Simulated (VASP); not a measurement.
# PbO (I-4m2) in VASP: settings compared

Aim: see how the results for PbO move with the level of theory and the settings. Levels: PBE, r2SCAN. Tasks: single point.

All numbers are computed with VASP 6.6.1; they aren't measurements. Logs are shortened: lines on timing, memory, paths and dates and some standing lists are left out, and cuts for length are marked.

**1. The cell of the first run**

Symmetry: I-4m2, No. 119, tetragonal system. Conventional cell: a = 3.958 Å, b = 3.958 Å, c = 5.891 Å, α = 90.00°, β = 90.00°, γ = 90.00°. Around Pb (site symmetry -4m2) lie 4 O at 2.47 Å. O (site symmetry -4m2) is surrounded by 4 Pb at 2.47 Å.

The cell was built by a generator and needn't be a form met in nature.

**2. Single point, PBE (uniaxial_z strain +5.2%)**

The input, INCAR:

```
ALGO     = Normal         # electronic algorithm
EDIFF    = 1E-7           # SCF threshold, eV
ENCUT    = 520            # plane-wave cutoff, eV
GGA      = PE             # functional
ISIF     = 2              # what is computed and relaxed
ISMEAR   = -1             # smearing method
LASPH    = True           # aspherical terms in the spheres
LCHARG   = False          # write CHGCAR
LREAL    = False          # projectors in reciprocal space
LWAVE    = False          # write WAVECAR
NBANDS   = 17             # bands
NELM     = 100            # most SCF steps
PREC     = Accurate       # precision mode
SIGMA    = 0.02           # smearing width, eV
```

The input, KPOINTS:

```
k-points
0
Gamma
  8 8 8
```

The input, POSCAR:

```
PbO
1.0
    0.0000000000      2.7987768033      2.9457125854
    2.7987768033      0.0000000000      2.9457125854
    2.7987768033      2.7987768033      0.0000000000
Pb O
1 1
Direct
    0.0000000000      0.0000000000      0.0000000000
    0.2500000000      0.2500000000      0.2500000000
```

Potentials or basis: VASP PAW PBE potentials, release 64 (Pb_d, O).

Run with:

```console
$ cat potpaw_PBE.64/Pb_d/POTCAR potpaw_PBE.64/O/POTCAR > POTCAR
$ mpirun -np 1 vasp_std > vasp.out
```

OUTCAR:

```text
EDIFF = 1E-7
   ENCUT = 520
   GGA = PE
   ISIF = 2
   ISMEAR = -1
   LASPH = True
   LREAL = False
   NELM = 100
   PREC = Accurate

 ion  position               nearest neighbor table
   1  0.000  0.000  0.000-   2 2.47   2 2.47   2 2.47   2 2.47
   2  0.250  0.250  0.250-   1 2.47   1 2.47   1 2.47   1 2.47

  LATTYP: Found a body centered tetragonal cell.
 ALAT       =     3.9580681133
 C/A-ratio  =     1.4884597744

  Lattice vectors:

 A1 = (  -2.7987768033,   0.0000000000,   2.9457125854)
 A2 = (   2.7987768033,   0.0000000000,   2.9457125854)
 A3 = (   0.0000000000,   2.7987768033,  -2.9457125854)

Analysis of symmetry for initial positions (statically):
=====================================================================
 Subroutine PRICEL returns:
 Original cell was already a primitive cell.

 Routine SETGRP: Setting up the symmetry group for a
 body centered tetragonal supercell.

 Subroutine GETGRP returns: Found  8 space group operations
 (whereof  8 operations were pure point group operations)
 out of a pool of 16 trial point group operations.

The static configuration has the point symmetry D_2d.

Analysis of symmetry for dynamics (positions and initial velocities):
=====================================================================
 Subroutine PRICEL returns:
 Original cell was already a primitive cell.

 Routine SETGRP: Setting up the symmetry group for a
 body centered tetragonal supercell.

 Subroutine GETGRP returns: Found  8 space group operations
 (whereof  8 operations were pure point group operations)
 out of a pool of 16 trial point group operations.

The dynamic configuration has the point symmetry D_2d.

 Subroutine INISYM returns: Found  8 space group operations
 (whereof  8 operations are pure point group operations),
 and found     1 'primitive' translations

----------------------------------------------------------------------------------------

                                     Primitive cell

  volume of cell :      46.1484

  direct lattice vectors                    reciprocal lattice vectors
     0.000000000  2.798776803  2.945712585    -0.178649473  0.178649473  0.169738216
     2.798776803  0.000000000  2.945712585     0.178649473 -0.178649473  0.169738216
     2.798776803  2.798776803  0.000000000     0.178649473  0.178649473 -0.169738216

  length of vectors
     4.063295981  4.063295981  3.958068113     0.304372026  0.304372026  0.304372026

  position of ions in fractional coordinates (direct lattice)
     0.000000000  0.000000000  0.000000000
     0.250000000  0.250000000  0.250000000

  ion indices of the primitive-cell ions
   primitive index   ion index
                 1           1
                 2           2

----------------------------------------------------------------------------------------

 KPOINTS: k-points

Automatic generation of k-mesh.
 Grid dimensions read from file:
 generate k-points for:    8    8    8

 Generating k-lattice:

  Cartesian coordinates                     Fractional coordinates (reciprocal lattice)
    -0.022331184  0.022331184  0.021217277     0.125000000  0.000000000  0.000000000
     0.022331184 -0.022331184  0.021217277     0.000000000  0.125000000  0.000000000
     0.022331184  0.022331184 -0.021217277     0.000000000  0.000000000  0.125000000

  Length of vectors
     0.038046503  0.038046503  0.038046503

  Shift w.r.t. Gamma in fractional coordinates (k-lattice)
     0.000000000  0.000000000  0.000000000

 Subroutine IBZKPT returns following result:
 ===========================================

 Found     59 irreducible k-points:

 Following reciprocal coordinates:
            Coordinates               Weight
  0.000000  0.000000  0.000000      1.000000
  0.125000 -0.000000  0.000000      8.000000
  0.250000 -0.000000  0.000000      8.000000
  0.375000  0.000000  0.000000      8.000000
  0.500000 -0.000000  0.000000      4.000000
  0.125000  0.125000  0.000000      2.000000
[... 16 lines left out ...]
  0.250000 -0.000000  0.125000     16.000000
  0.375000  0.000000  0.125000     16.000000
 [... further k-points ...]
   k-points           NKPTS =     59   k-points in BZ     NKDIM =     59   number of bands    NBANDS=     17
   number of dos      NEDOS =    301   number of ions     NIONS =      2
   total plane-waves  NPLWV =  27000
   dimension x,y,z NGX =    30 NGY =   30 NGZ =   30
   dimension x,y,z NGXF=    60 NGYF=   60 NGZF=   60
   ions per type =               1   1
   NGX,Y,Z   is equivalent  to a cutoff of  12.27, 12.27, 12.60 a.u.
   NGXF,Y,Z  is equivalent  to a cutoff of  24.55, 24.55, 25.20 a.u.
 SYSTEM =  unknown system
   PREC   = accura    normal or accurate (medium, high low for compatibility)
   ISTART =      0    job   : 0-new  1-cont  2-samecut
   ICHARG =      2    charge: 1-file 2-atom 10-const
   ISPIN  =      1    spin polarized calculation?
   LNONCOLLINEAR =      F non collinear calculations
   LSORBIT =      F    spin-orbit coupling
   LASPH  =      T    aspherical Exc in radial PAW
   ENCUT  =  520.0 eV  38.22 Ry    6.18 a.u.   7.56  7.56  7.36*2*pi/ulx,y,z
   NELM   =    100;   NELMIN=  2; NELMDL= -5     # of ELM steps
   EDIFF  = 0.1E-06   stopping-criterion for ELM
   LREAL  =      F    real-space projection
   EDIFFG = 0.1E-05   stopping-criterion for IOM
   NSW    =      0    number of steps for IOM
   IBRION =     -1    ionic relax: 0-MD 1-quasi-New 2-CG
   NFREE  =      0    steps in history (QN), initial steepest desc. (CG)
   ISIF   =      2    stress and relaxation
   ISYM   =      2    0-nonsym 1-usesym 2-fastsym
   POTIM  = 0.5000    time-step for ionic-motion
   TEBEG  =    0.0;   TEEND  =   0.0 temperature during run
   PSTRESS=    0.0 pullay stress
   NELECT =      20.0000    total number of electrons
   NUPDOWN=      -1.0000    fix difference up-down
   EMIN   =  10.00;   EMAX   =-10.00  energy-range for DOS
   EFERMI =   0.00;   METHOD = LEGACY
   ISMEAR =    -1;   SIGMA  =   0.02  broadening in eV -4-tet -1-fermi 0-gaus
   EFERMI_NEDOS =   21; number of points for ismear=-14 and -15
   IALGO  =     38    algorithm
   IMIX   =      4    mixing-type and parameters
     AMIX     =   0.40;   BMIX     =  1.00
     AMIX_MAG =   1.60;   BMIX_MAG =  1.00
  volume/ion in A,a.u.               =      23.07       155.71
  Fermi-wavevector in a.u.,A,eV,Ry     =   1.238889  2.341161 20.882860  1.534847
  Thomas-Fermi vector in A             =   2.373396
   LORBIT       =      0    0 simple, 1 ext, 2 COOP (PROOUT), +10 PAW based schemes
   GGA     = PE    functional components
   LHFCALC =     F    Hartree Fock is set to
   AEXX    =    0.0000 exact exchange contribution
   IVDW    =     0    specifies the selected vdW correction
   LEPSILON=     F    determine dielectric tensor
   LRPA    =     F    only Hartree local field effects (RPA)
 non-spin polarized calculation
  energy-cutoff  :      520.00
  volume of cell :       46.15
 maximum number of plane-waves:      1267
   NGX = 15   NGY = 15   NGZ = 15

 number of electron      20.0000006 magnetization

 Free energy of the ion-electron system (eV)
  ---------------------------------------------------
  ext. energy  EPLUGINS =         0.00000000
  ---------------------------------------------------
  free energy    TOTEN  =       -10.34999591 eV

  energy without entropy =      -10.34999589  energy(sigma->0) =      -10.34999590

 E-fermi :   4.4194     XC(G=0):  -9.0846

 val. band max:        4.1438592415   @ k =  -0.2500   0.5000   0.2500
 cond. band min:       4.6775542645   @ k =   0.5000   0.0000   0.5000
 fundamental gap:      0.5336950229
 Fermi energy:         4.4193685520

 k-point     1 :       0.0000    0.0000    0.0000
  band No.  band energies     occupation
      1     -13.1548      2.00000
      2     -12.2309      2.00000
      3     -12.1912      2.00000
      4     -12.1912      2.00000
      5     -12.1330      2.00000
      6     -12.1246      2.00000
[... 9 lines left out ...]
     16      16.4429      0.00000
     17      16.4429      0.00000

 k-point     2 :       0.1250   -0.0000    0.0000
  band No.  band energies     occupation
      1     -13.1907      2.00000
      2     -12.2126      2.00000
      3     -12.1842      2.00000
      4     -12.1335      2.00000
      5     -12.1303      2.00000
      6     -12.0937      2.00000
[... 9 lines left out ...]
     16      15.8442      0.00000
     17      16.0662      0.00000

 k-point     3 :       0.2500   -0.0000    0.0000
  band No.  band energies     occupation
      1     -13.2653      2.00000
      2     -12.1972      2.00000
      3     -12.1749      2.00000
      4     -12.1273      2.00000
      5     -12.1158      2.00000
      6     -11.8582      2.00000
[... 9 lines left out ...]
     16      15.7032      0.00000
     17      16.4085      0.00000

 k-point     4 :       0.3750    0.0000    0.0000
  band No.  band energies     occupation
      1     -13.3297      2.00000
      2     -12.1927      2.00000
      3     -12.1764      2.00000
      4     -12.1099      2.00000
      5     -12.0960      2.00000
      6     -11.6083      2.00000
[... 9 lines left out ...]
     16      15.7779      0.00000
     17      16.7840      0.00000

 k-point     5 :       0.5000   -0.0000    0.0000
  band No.  band energies     occupation
      1     -13.3544      2.00000
      2     -12.1928      2.00000
      3     -12.1787      2.00000
      4     -12.1010      2.00000
      5     -12.0859      2.00000
      6     -11.5002      2.00000
[... 9 lines left out ...]
     16      15.9307      0.00000
     17      16.5433      0.00000

 k-point     6 :       0.1250    0.1250    0.0000
  band No.  band energies     occupation
      1     -13.1997      2.00000
      2     -12.1766      2.00000
      3     -12.1766      2.00000
      4     -12.1331      2.00000
      5     -12.1287      2.00000
      6     -12.1090      2.00000
[... 9 lines left out ...]
     16      17.0357      0.00000
     17      17.0357      0.00000

 k-point     7 :       0.2500    0.1250    0.0000
  band No.  band energies     occupation
      1     -13.2567      2.00000
      2     -12.1782      2.00000
      3     -12.1634      2.00000
      4     -12.1321      2.00000
      5     -12.1219      2.00000
      6     -11.9108      2.00000
[... 9 lines left out ...]
     16      17.0147      0.00000
     17      17.1717      0.00000

 k-point     8 :       0.3750    0.1250    0.0000
  band No.  band energies     occupation
      1     -13.3194      2.00000
      2     -12.1838      2.00000
      3     -12.1625      2.00000
      4     -12.1178      2.00000
      5     -12.1070      2.00000
      6     -11.6515      2.00000
[... 9 lines left out ...]
     16      16.7220      0.00000
     17      17.5077      0.00000
[... 203 lines left out ...]
      1     -13.3780      2.00000
      2     -12.1641      2.00000
      3     -12.1121      2.00000
      4     -12.1094      2.00000
      5     -12.0932      2.00000
      6     -11.4277      2.00000
[... 9 lines left out ...]
     16      19.1351      0.00000
     17      19.4414      0.00000

 k-point    20 :      -0.3750    0.3750    0.0000
  band No.  band energies     occupation
      1     -13.3803      2.00000
      2     -12.1641      2.00000
      3     -12.1255      2.00000
      4     -12.1222      2.00000
      5     -12.1005      2.00000
      6     -11.3611      2.00000
[... 9 lines left out ...]
     16      17.8275      0.00000
     17      18.4788      0.00000

 k-point    21 :       0.5000    0.5000    0.0000
  band No.  band energies     occupation
      1     -13.3855      2.00000
      2     -12.1701      2.00000
      3     -12.1040      2.00000
      4     -12.0885      2.00000
      5     -12.0885      2.00000
      6     -11.4249      2.00000
[... 9 lines left out ...]
     16      19.9786      0.00000
     17      20.3449      0.00000

 k-point    22 :       0.1250    0.0000    0.1250
  band No.  band energies     occupation
      1     -13.2024      2.00000
      2     -12.2119      2.00000
      3     -12.1778      2.00000
      4     -12.1418      2.00000
      5     -12.1241      2.00000
      6     -12.0580      2.00000
[... 9 lines left out ...]
     16      16.3393      0.00000
     17      17.1378      0.00000

 k-point    23 :       0.2500   -0.0000    0.1250
  band No.  band energies     occupation
      1     -13.2617      2.00000
      2     -12.1914      2.00000
      3     -12.1679      2.00000
      4     -12.1440      2.00000
      5     -12.1128      2.00000
      6     -11.8724      2.00000
[... 9 lines left out ...]
     16      16.5601      0.00000
     17      17.2490      0.00000

 k-point    24 :       0.3750    0.0000    0.1250
  band No.  band energies     occupation
      1     -13.3247      2.00000
      2     -12.1827      2.00000
      3     -12.1699      2.00000
      4     -12.1301      2.00000
      5     -12.0959      2.00000
      6     -11.6257      2.00000
[... 9 lines left out ...]
     16      16.4790      0.00000
     17      17.5846      0.00000

 [... further k-points ...]

------------------------ aborting loop because EDIFF is reached ----------------------------------------

  FORCE on cell =-STRESS in cart. coord.  units (eV):
  Direction    XX          YY          ZZ          XY          YZ          ZX
  --------------------------------------------------------------------------------------
  -------------------------------------------------------------------------------------
  Total       -0.2425712     -0.2425712     -0.4517658      0.0000000      0.0000000      0.0000000
  in kB       -8.4215663     -8.4215663    -15.6843680      0.0000000      0.0000000      0.0000000
  external PRESSURE =     -10.8425002 kB  Pullay stress =       0.0000000 kB

 VOLUME and BASIS-vectors are now :
 -----------------------------------------------------------------------------
  energy-cutoff  :      520.00
  volume of cell :       46.15
      direct lattice vectors                 reciprocal lattice vectors
     0.000000000  2.798776803  2.945712585    -0.178649473  0.178649473  0.169738216
     2.798776803  0.000000000  2.945712585     0.178649473 -0.178649473  0.169738216
     2.798776803  2.798776803  0.000000000     0.178649473  0.178649473 -0.169738216

 POSITION                                       TOTAL-FORCE (eV/Angst)
 -----------------------------------------------------------------------------------
      0.00000      0.00000      0.00000         0.000000      0.000000      0.000000
      1.39939      1.39939      1.47286        -0.000000     -0.000000     -0.000000
 -----------------------------------------------------------------------------------
    total drift:                                0.000000      0.000000     -0.000000

  FREE ENERGIE OF THE ION-ELECTRON SYSTEM (eV)
  ---------------------------------------------------
  free  energy   TOTEN  =       -10.3499959065 eV

  energy  without entropy=      -10.3499958945  energy(sigma->0) =      -10.34999590
```

Run time: 62 s. Hardware: 1 thread of Intel Xeon Platinum 8488C (Sapphire Rapids), shared host; peak memory 0.19 GiB.

What came out:

| Property | Result |
| --- | --- |
| Free energy | -10.3500 eV |
| Pressure | -1.1 GPa |
| Band gap on the k mesh | 0.53 eV, indirect (least direct gap 0.67 eV) |

Levels at points of the mesh, in eV from the valence-band top:
| k point | band 7 | band 8 | band 9 | band 10 | band 11 | band 12 | band 13 | band 14 |
| --- | --- | --- | --- | --- | --- | --- | --- | --- |
| (0.00, 0.00, 0.00) | -6.84 | -2.16 | -2.01 | -2.01 | 5.07 | 5.07 | 5.22 | 7.89 |
| (0.50, 0.00, 0.00) | -7.67 | -2.58 | -2.41 | -2.13 | 2.43 | 5.16 | 5.48 | 8.66 |
| (0.50, 0.50, 0.00) | -7.87 | -3.10 | -3.10 | -0.09 | 0.58 | 5.81 | 5.81 | 6.42 |
| (0.50, 0.00, 0.50) | -7.58 | -3.29 | -3.26 | -0.26 | 0.53 | 5.35 | 5.89 | 6.43 |

Caveat: spin-orbit coupling is left out, which as a rule narrows the gap of such compounds by several tenths of an eV.

(Continued in part 2 of 2.)
